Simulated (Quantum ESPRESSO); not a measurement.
# Au under changes of volume

One of the cells (18.207 Å³/atom); the others are scaled copies at fixed shape and fractional positions:

```
Au
1.0
    -1.65727    1.65727    1.65727
     1.65727   -1.65727    1.65727
     1.65727    1.65727   -1.65727
Au
1
Direct
  0.00000 0.00000 0.00000
```

This isn't the form of Au at room conditions, which is fcc.

* Program: Quantum ESPRESSO 7.5
* Functional: PBEsol
* Potentials or basis: GBRV 1.5 PBEsol
* Cutoff: 612 eV
* Density cutoff: 4898 eV
* k mesh: 11 × 11 × 11
* Occupations: fermi-dirac, width 0.05 eV
* Spin: no spin polarisation

| volume (Å³/atom) | energy over the lowest point (meV/atom) | pressure (GPa) |
| --- | --- | --- |
| 17.115 | 0.00 | -0.7 |
| 17.479 | 5.41 | -4.0 |
| 17.843 | ? | ? |
| 18.207 | 35.78 | -9.3 |
| 18.571 | 59.01 | -11.4 |
| 18.935 | 86.66 | -13.2 |
| 19.299 | 118.18 | -14.7 |

Problem. What does the run at 17.843 Å³/atom give?

Solution. Energy over the lowest point 17.65 meV/atom; pressure -6.8 GPa.

Worked out: A Birch-Murnaghan fit of order 3 (a polynomial in V^(-2/3)) to the other rows has its minimum at 17.04 Å³/atom, just outside them, with B0 = V·E''(V) = 166 GPa and B' = 5.5. It gives 17.64 meV/atom at 17.843 Å³/atom, against the run's 17.65, and -dE/dV = -6.7 GPa, against -6.8.

Energies are extrapolated to zero smearing.
